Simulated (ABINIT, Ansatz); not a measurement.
## CdS (Greenockite): one start, several treatments of the self-energy

How much does the gap of CdS (Greenockite) depend on the approximation to the self-energy?

Method: PBE and many-body steps on it, plane waves, in ABINIT 10.8.3.

The database entry behind the starting cell differs from later determinations by our own check (about 0.35 % long), so it need not match the best structure at ambient conditions.

## 1. Starting point

Symmetry: P6_3mc, No. 186, hexagonal system. The conventional cell has a = 4.150 Å, b = 4.150 Å, c = 6.737 Å, α = 90.00°, β = 90.00°, γ = 120.00°. Nearest to Cd lie 4 S at 2.53 to 2.54 Å. S has 4 Cd at 2.53 to 2.54 Å nearest. Farther neighbours and most contacts between anions are not listed.

The cell and positions come from the Crystallography Open Database and are kept as given unless a step says otherwise.

## 2. Empty states on the mesh, 3×3×2 mesh, 475 bands

This step: ABINIT 10.8.3; DFT, PBE, plane waves, norm-conserving pseudopotentials.

The sums over transitions need many empty states on a uniform mesh; this step solves for them.

Contents of run.abi:

```
acell 3*1.0 Angstrom
rprim 
  4.149999999997 0.000000000001 0.000000000000
  -2.074999999999 3.594005425702 0.000000000000
  0.000000000000 0.000000000000 6.737000000000
ntypat 2
znucl 48 16
natom 4
typat 1 1 2 2
xred 
  0.333333333333 0.666666666667 0.000000000000
  0.666666666667 0.333333333333 0.500000000000
  0.333333333333 0.666666666667 0.375000000000
  0.666666666667 0.333333333333 0.875000000000
pp_dirpath "pseudos"
pseudos "Cd.upf, S.upf"
ecut 47
ngkpt 3 3 2
nshiftk 1
shiftk 0 0 0
kptopt 1
chksymbreak 0
iscf -2
irdden 1
istwfk *1
nband 475
nbdbuf 42
tolwfr 1e-09
nstep 60
prtvol 0
indata_prefix "in"
outdata_prefix "out"
tmpdata_prefix "tmp"
```

Launch:

```
OMP_NUM_THREADS=1 mpirun -n 4 abinit run.abi > log
```

Numbers of over 12 decimals in the logs are rounded to 6 here.

Log:

```text
.Version 10.8.3 of ABINIT. v10.8.2 released Aug 2026.

 Symmetries : space group P6_3 m c (#186); Bravais hP (primitive hexag.)
[... echo of the input left out ...]
== DATASET  1 ==================================================================
-   mpi_nproc: 4, omp_nthreads: 1 (-1 if OMP is not activated)

--- !DatasetInfo
iteration_state: {dtset: 1, }
dimensions: {natom: 4, nkpt: 6, mband: 475, nsppol: 1, nspinor: 1, nspden: 1, mpw: 10458, }
cutoff_energies: {ecut:  47.0, pawecutdg:  -1.0, }
[...]
5.52785    5.53473    5.53647    5.53656    5.53992    5.54979    5.54984    5.55011
   5.55674    5.57868    5.57896    5.59237    5.60966    5.61147    5.61666    5.62273
   5.63093    5.63437    5.63856
 prteigrs : prtvol=0 or 1, do not print more k-points.

== END DATASET(S) ==============================================================
================================================================================

 -outvars: echo values of variables after computation  --------
            nband         475
             nkpt           6
          spgroup         186
 [... the other variables as echoed above ...]

 Calculation completed.
```

Elapsed: 18 min, on 4 MPI ranks of Arm Neoverse V1, shared host; peak memory 0.84 GiB.

This step gave:

| Quantity | Value |
| --- | --- |
| gap | 1.175 eV |
| k of the valence top | 0, 0, 0 |
| k of the conduction bottom | 0, 0, 0 |
| least direct gap | 1.175 eV |
| k points computed | 6 |
| lowest point of the top converged band, above the valence top | 138.5805 eV |

On this mesh the gap is 1.175 eV.

The density comes from a self-consistent run that is not shown.

## 3. Screening, 3×3×2 mesh, 192 bands, screening to 141.5 eV

The RPA dielectric matrix is built and inverted for each q.

This step: RPA screening on PBE, plane waves, norm-conserving pseudopotentials.

Edit run.abi of step 2 so:

```diff
@@ -22,10 +22,11 @@
 chksymbreak 0
-iscf -2
-irdden 1
 istwfk *1
-nband 475
-nbdbuf 42
-tolwfr 1e-09
-nstep 60
-prtvol 0
+occopt 1
+irdwfk 1
+optdriver 3
+nband 192
+ecuteps 5.2
+inclvkb 2
+awtr 1
+symchi 1
 indata_prefix "in"
```

Log:

```text
.Version 10.8.3 of ABINIT. v10.8.2 released Aug 2026.

 Symmetries : space group P6_3 m c (#186); Bravais hP (primitive hexag.)
[... echo of the input left out ...]
== DATASET  1 ==================================================================
-   mpi_nproc: 4, omp_nthreads: 1 (-1 if OMP is not activated)

--- !DatasetInfo
iteration_state: {dtset: 1, }
dimensions: {natom: 4, nkpt: 6, mband: 192, nsppol: 1, nspinor: 1, nspden: 1, mpw: 10458, }
cutoff_energies: {ecut:  47.0, pawecutdg:  -1.0, }
electrons: {nelect:   5.20000000E+01, charge:   0.00000000E+00, occopt:   1.00000000E+00, tsmear:   1.00000000E-02, }

 SCREENING: Calculation of the susceptibility and dielectric matrices

 Based on a program developped by R.W. Godby, V. Olevano, G. Onida, and L. Reining.
 Incorporated in ABINIT by V. Olevano, G.-M. Rignanese, and M. Torrent.
.Using double precision arithmetic ; gwpc =  8

[... cell and pseudopotentials left out ...]
--------------------------------------------------------------------------------

 ==== K-mesh for the wavefunctions ====
 Number of points in the irreducible wedge :     6
[... list of points left out ...]
 Together with 12 symmetry operations and time-reversal symmetry
 yields    18 points in the full Brillouin Zone.

 ==== Q-mesh for the screening function ====
 Number of points in the irreducible wedge :     6
[... list of points left out ...]
 Together with 12 symmetry operations and time-reversal symmetry
 yields    18 points in the full Brillouin Zone.

 setmesh: FFT mesh size selected  =    27x   27x   54
          total number of points  =        39366

 vcoul_init : cutoff-mode = AUXILIARY_FUNCTION
 q-points for optical limit:   1
     1)      0.000010    0.000020    0.000030

- screening: taking advantage of time-reversal symmetry
- Maximum band index for partially occupied states nbvw = 26
- Remaining bands to be divided among processors   nbcw = 166
- Number of bands treated by each node ~41

 Number of electrons calculated from density =   52.0000; Expected =   52.0000
 average of density, n =  0.076686
 r_s =    1.4602
 omega_plasma =   26.7124 [eV]

 calculating chi0 at frequencies [eV] :
  1    0.000000E+00    0.000000E+00
  2    0.000000E+00    2.671236E+01

--------------------------------------------------------------------------------
  q-point number  1        q = ( 0.000000, 0.000000, 0.000000) [r.l.u.]
--------------------------------------------------------------------------------
[... chi0 elements left out ...]
 For q-point:  0.000010 0.000020 0.000030
  dielectric constant =  13.9192
  dielectric constant without local fields =  14.7289

  Average fulfillment of the sum rule on Im[epsilon] for q-point    1 :     64.80  [%]
[... wings left out ...]
  q-point number  2        q = ( 0.333333, 0.000000, 0.000000) [r.l.u.]
--------------------------------------------------------------------------------
[... chi0 elements left out ...]
  Average fulfillment of the sum rule on Im[epsilon] for q-point    2 :     69.22  [%]

 [... 4 further q-points ...]
```

It took 94 s on 4 MPI ranks; peak memory 1.7 GiB; 6.3 min of CPU time.

Numbers from this step:

- ε∞ with local fields, on this mesh, along the program's q direction: 13.92
- the same without local fields: 14.73
- plasma frequency: 26.71 eV
- plane waves in the screening matrix: 379

Local fields lower ε∞ by 5 %. On a Γ-centred mesh this coarse the value itself is usually too large, while a short band sum pulls it down.

## 4. G0W0, Godby-Needs plasmon pole

The self-energy is evaluated for the states that the input lists, and the levels follow from it, in one-shot runs by the linearised quasiparticle equation.

This step: G0W0 on PBE, plane waves, norm-conserving pseudopotentials.

Edit run.abi of step 3 so:

```diff
@@ -25,8 +25,15 @@
 irdwfk 1
-optdriver 3
+optdriver 4
 nband 192
+gwcalctyp 0
+ecutsigx 47
+symsigma 1
+nkptgw 1
+kptgw 
+  0.0000000000 0.0000000000 0.0000000000
+bdgw 
+  25 28
 ecuteps 5.2
-inclvkb 2
-awtr 1
-symchi 1
+irdscr 1
+ppmodel 1
 indata_prefix "in"
```

Log:

```text
.Version 10.8.3 of ABINIT. v10.8.2 released Aug 2026.

 Symmetries : space group P6_3 m c (#186); Bravais hP (primitive hexag.)
[... echo of the input left out ...]
== DATASET  1 ==================================================================
-   mpi_nproc: 4, omp_nthreads: 1 (-1 if OMP is not activated)

--- !DatasetInfo
iteration_state: {dtset: 1, }
dimensions: {natom: 4, nkpt: 6, mband: 192, nsppol: 1, nspinor: 1, nspden: 1, mpw: 10458, }
cutoff_energies: {ecut:  47.0, pawecutdg:  -1.0, }
electrons: {nelect:   5.20000000E+01, charge:   0.00000000E+00, occopt:   1.00000000E+00, tsmear:   1.00000000E-02, }

 SIGMA: Calculation of the GW corrections

 Based on a program developped by R.W. Godby, V. Olevano, G. Onida, and L. Reining.
 Incorporated in ABINIT by V. Olevano, G.-M. Rignanese, and M. Torrent.
.Using double precision arithmetic ; gwpc =  8

[... cell and pseudopotentials left out ...]
--------------------------------------------------------------------------------

 ==== K-mesh for the wavefunctions ====
 Number of points in the irreducible wedge :     6
[... list of points left out ...]
 Together with 12 symmetry operations and time-reversal symmetry
 yields    18 points in the full Brillouin Zone.

 ==== Q-mesh for screening function ====
 Number of points in the irreducible wedge :     6
[... list of points left out ...]
 Together with 12 symmetry operations and time-reversal symmetry
 yields    18 points in the full Brillouin Zone.

 vcoul_init : cutoff-mode = AUXILIARY_FUNCTION
 q-points for optical limit:   1
     1)      0.000010    0.000020    0.000030
 setmesh: FFT mesh size selected  =    45x   45x   80
          total number of points  =       162000

 Number of electrons calculated from density =   52.0000; Expected =   52.0000
 average of density, n =  0.076686
 r_s =    1.4602
 omega_plasma =   26.7124 [eV]

 === KS Band Gaps ===
  >>>> For spin  1
   Minimum direct gap =   1.1750 [eV], located at k-point      :   0.0000  0.0000  0.0000
   Fundamental gap    =   1.1750 [eV], Top of valence bands at :   0.0000  0.0000  0.0000
                                       Bottom of conduction at :   0.0000  0.0000  0.0000
 SIGMA fundamental parameters:
 PLASMON POLE MODEL  1
 number of plane-waves for SigmaX                10383
 number of plane-waves for SigmaC and W            379
 number of plane-waves for wavefunctions         10383
 number of bands                                   192
 number of independent spin polarizations            1
 number of spinorial components                      1
 number of k-points in IBZ                           6
 number of q-points in IBZ                           6
 number of symmetry operations                      12
 number of k-points in BZ                           18
 number of q-points in BZ                           18
 number of frequencies for dSigma/dE                 9
 frequency step for dSigma/dE [eV]                0.25
 number of omega for Sigma on real axis              0
 max omega for Sigma on real axis  [eV]           0.00
 zcut for avoiding poles [eV]                     0.10

 EPSILON^-1 parameters (SCR file):
 dimension of the eps^-1 matrix on file            379
 dimension of the eps^-1 matrix used               379
 number of plane-waves for wavefunctions         10383
 number of bands                                   192
 number of q-points in IBZ                           6
 number of frequencies                               2
 number of real frequencies                          1
 number of imag frequencies                          1

 matrix elements of self-energy operator (all in [eV])

 Perturbative Calculation

--- !SelfEnergy_ee
iteration_state: {dtset: 1, }
kpoint     : [   0.000,    0.000,    0.000, ]
spin       : 1
KS_gap     :    1.175
QP_gap     :    2.018
Delta_QP_KS:    0.843
data: !SigmaeeData |
     Band     E0 <VxcDFT>   SigX SigC(E0)      Z dSigC/dE  Sig(E)    E-E0       E
       25   4.259 -15.271 -18.229   2.263   0.779  -0.284 -15.812  -0.541   3.718
       26   4.259 -15.271 -18.229   2.263   0.779  -0.284 -15.812  -0.541   3.718
       27   5.434 -10.670  -6.577  -3.721   0.812  -0.231 -10.368   0.302   5.736
       28   7.023 -11.014  -6.546  -3.956   0.814  -0.229 -10.598   0.416   7.439

== END DATASET(S) ==============================================================
================================================================================

 -outvars: echo values of variables after computation  --------
           etotal      0.0000000000E+00
            nband         192
             nkpt           6
          spgroup         186
 [... the other variables as echoed above ...]

 Calculation completed.
```

Run time: 12 s. Hardware: 4 MPI ranks; peak memory 1.3 GiB; 48 s of CPU time.

Numbers from this step:

| Quantity | Value |
| --- | --- |
| G0W0 gap on the points computed | 2.018 eV |
| starting gap on the mesh | 1.175 eV |
| k of the valence top | 0, 0, 0 |
| k of the conduction bottom | 0, 0, 0 |
| Z at the valence top | 0.779 |
| Z at the conduction bottom | 0.812 |
| least direct G0W0 gap on the computed points | 2.018 eV |

The gap on the mesh goes from 1.18 eV to 2.02 eV, a correction of +0.84 eV.

(Part 1 of 2 ends here.)

[Paths, hosts, dates, memory and timing lines, banners, echoed tables and standing remarks are left out of the program output.]

[Logs are printed without paths, hosts, clocks, repeated set-up lines and the standing remarks that a program may print on its own settings, such as how far it seeks lower states.]

[Runs of the session that timed out or met a known fault of the program may be left out.]

[Hosts, paths, dates, database ids (printed as entryN), source tags and the programs' standing remarks are cut or masked in the printed files.]

[G0W0 gaps are taken among the corrected bands and points alone; a level outside them can change the order at an edge.]

[Where Ansatz stands beside ABINIT at settings called matched, ABINIT's density can come from a denser mesh and the files from another edition; pairs whose starting gaps differed by over 0.03 eV were left out, so agreement reads better than it is.]
